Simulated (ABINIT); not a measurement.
A run of ABINIT 10.8.3 (patched build) is set up as follows.

The input run.abi:

```
# Datasets: ground state, then fixed potential
ndtset 2

# Pseudopotentials
pp_dirpath "./"
pseudos "Al.GGA_PBE-JTH.xml, N.GGA_PBE-JTH.xml"

# Structure
acell 5.882717426 5.882717426 9.4127258268
rprim
     1.0000000000     0.0000000000     0.0000000000
    -0.5000000000     0.8660254038     0.0000000000
     0.0000000000     0.0000000000     1.0000000000
ntypat 2
znucl 13 7
natom 4
typat 1 1 2 2
xcart
     2.9413587133     1.6981942446     4.7063629134
    -0.0000000003     3.3963884896     0.0000000000
     2.9413587133     1.6981942446     8.2831987275
    -0.0000000003     3.3963884896     3.5768358142

# Plane-wave basis
ecut 680.284656 eV
pawecutdg 47.0

# Exchange and correlation
ixc -109134

# Bands and occupations
occopt 3
tsmear 0.05 eV

# SCF cycle
nstep 100

# Output
iomode 3
prtwf 0
prteig 0
prtebands 0
prtden1 1
prtvha1 1
prtvclmb1 1
prtpot1 1

# Dataset 1
kptopt1 1
ngkpt1 10 10 6
nshiftk1 1
shiftk1 0.0 0.0 0.0
nband1 12
tolvrs1 1.0e-9

# Dataset 2: bands along G-M-K-G-A-L-H-A
iscf2 -2
getden2 1
nband2 16
nbdbuf2 2
tolwfr2 1.0e-12
kptopt2 -7
ndivsm2 5
prteig2 1
prtvol2 -3
kptbounds2
     0.0000000000     0.0000000000     0.0000000000
     0.5000000000     0.0000000000     0.0000000000
     0.3333333333     0.3333333333     0.0000000000
     0.0000000000     0.0000000000     0.0000000000
     0.0000000000     0.0000000000     0.5000000000
     0.5000000000     0.0000000000     0.5000000000
     0.3333333333     0.3333333333     0.5000000000
     0.0000000000     0.0000000000     0.5000000000
```

Potentials or basis: JTH PAW PBE v2.0.

Command:

```bash
$ abinit run.abi > log 2>&1
```

Problem. What does it give for the band gap on the k mesh?

Solution. 4.23 eV, direct.

Problem. Estimate the largest force.

Solution. 0.126 eV/Å.

Forces in eV/Å, atoms in the order of the input:
```
Al   0.000  0.000 -0.126
Al   0.000  0.000 -0.126
N    0.000  0.000  0.126
N    0.000  0.000  0.126
```

Caveat: the PAW data sets were made with another functional, which shifts forces and pressure a little.

**What was measured.**

“Self-assembly of well-separated AlN nanowires directly on sputtered metallic TiN films”, 2019, arxiv:1910.07391 quotes, for a bulk crystal of AlN at 10 K: band gap 6.034 eV (an exciton energy, a little under the gap).

Measured gap of AlN: 6.034 eV (an exciton energy, a little under the gap; 10 K; quoted in “Self-assembly of well-separated AlN nanowires directly on sputtered metallic TiN films”, 2019, arxiv:1910.07391). This calculation gives 4.23 eV (-1.80 eV). 2 values of this kind are on record (6.034 to 6.0343 eV); this one was drawn at random. The value is that of PW91 on a finite k mesh, which can miss the band edges, without temperature or zero-point motion. Semilocal functionals fall short of measured gaps as a rule.
